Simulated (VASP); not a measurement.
**From VASP inputs to Ansatz: ZnS (strained zincblende)**

INCAR

```
LELF = .TRUE.
SIGMA = 0.01
LASPH = .TRUE.
ISMEAR = 0
LREAL = .FALSE.
EDIFF = 1E-7
ENCUT = 520
METAGGA = R2SCAN
ALGO = Normal
PREC = Accurate
NELM = 120
ISIF = 2
NBANDS = 16
LWAVE = .FALSE.
LCHARG = .TRUE.
IBRION = -1
NSW = 0
```

KPOINTS

```
KPOINTS created by Atomic Simulation Environment
0
Gamma
8 8 8
0 0 0
```

KPOINTS_OPT

```
special points
6
Reciprocal
0.0000000000 0.0000000000 0.0000000000 1
-0.5000000000 -0.5000000000 0.0000000000 1
-0.3750000000 -0.3750000000 0.2500000000 1
-0.3750000000 0.0000000000 0.3750000000 1
0.0000000000 0.0000000000 0.5000000000 1
-0.5000000000 -0.2500000000 0.2500000000 1
```

POSCAR

```
Zn S
 1.0000000000000000
     0.0000000000000000    2.6940858314999998    2.7210266899000000
     2.6940858314999998    0.0000000000000000    2.7210266899000000
     2.6940858314999998    2.6940858314999998    0.0000000000000000
 Zn  S
   1   1
Cartesian
  0.0000000000000000  0.0000000000000000  0.0000000000000000
  1.3470429157499999  1.3470429157499999  1.3605133449500000
```

VASP ran with the recommended PBE PAW datasets (18 valence electrons in the cell).

Task: Write an Ansatz input for this cell and level of theory.

Result: 

```yaml
crystal:
  lattice:
    - [0.0, 2.6940858315, 2.7210266899]
    - [2.6940858315, 0.0, 2.7210266899]
    - [2.6940858315, 2.6940858315, 0.0]
  atoms:
    - { symbol: Zn, position: [0.0, 0.0, 0.0] }
    - { symbol: S, position: [0.25, 0.25, 0.25] }
kpoints:
  mp_grid: { grid: [8, 8, 8] }
  band_path:
    path:
      - [0.0, 0.0, 0.0]
      - [-0.5, -0.5, 0.0]
      - [-0.375, -0.375, 0.25]
      - [-0.375, 0.0, 0.375]
      - [0.0, 0.0, 0.5]
      - [-0.5, -0.25, 0.25]
    npoints: 1
hamiltonian:
  xc: r2scan
scf:
  occupations: { method: fixed }
  n_extra_bands: 4
output:
  forces: true
  stress: true
  eigenvalues: true
```

Other inputs would serve too.

```
                               VASP    Ansatz
gap between bands v and c   2.66 eV   2.65 eV
         least direct gap   2.66 eV   2.65 eV
                 pressure  -0.7 GPa  -0.7 GPa
```

Datasets and cutoffs are each program's own. VASP's cell holds 18 valence electrons and Ansatz's 18. Ansatz's stress includes a Pulay correction; VASP's doesn't.
